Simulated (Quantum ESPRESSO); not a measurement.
C:

```
C
1.0
     2.52210    0.00000    0.00000
    -1.26105    2.18420    0.00000
     0.00000    0.00000   12.35570
C
12
Direct
  0.66667 0.33333 0.35417
  0.33333 0.66667 0.85417
  0.66667 0.33333 0.14583
  0.33333 0.66667 0.64583
  0.66667 0.33333 0.47917
  0.33333 0.66667 0.97917
  0.66667 0.33333 0.02083
  0.33333 0.66667 0.52083
  0.00000 0.00000 0.81250
  0.00000 0.00000 0.31250
  0.00000 0.00000 0.68750
  0.00000 0.00000 0.18750
```

This is a hexagonal form of diamond, not graphite.

Base run:

```yaml
Program: Quantum ESPRESSO 7.5
Functional: LDA
Potentials_or_basis: GBRV 1.5 LDA
Cutoff: 612 eV
Density_cutoff: 4898 eV
k_mesh: 12 × 12 × 3
Occupations: fermi-dirac, width 0.05 eV
Spin: no spin polarisation
```

Its results: band gap on the k mesh 4.36 eV, indirect (least direct gap 5.25 eV); pressure -12.6 GPa; largest force 0.338 eV/Å.

Q: The run is repeated on the same cell with these changes: functional from LDA to PBEsol; potentials or basis from GBRV 1.5 LDA to GBRV 1.5 PBEsol. What comes out?

A: Band gap on the k mesh 4.27 eV, indirect (least direct gap 5.24 eV); pressure -4.4 GPa; largest force 0.339 eV/Å.

Caveats: some levels on the path didn't converge (some runs).
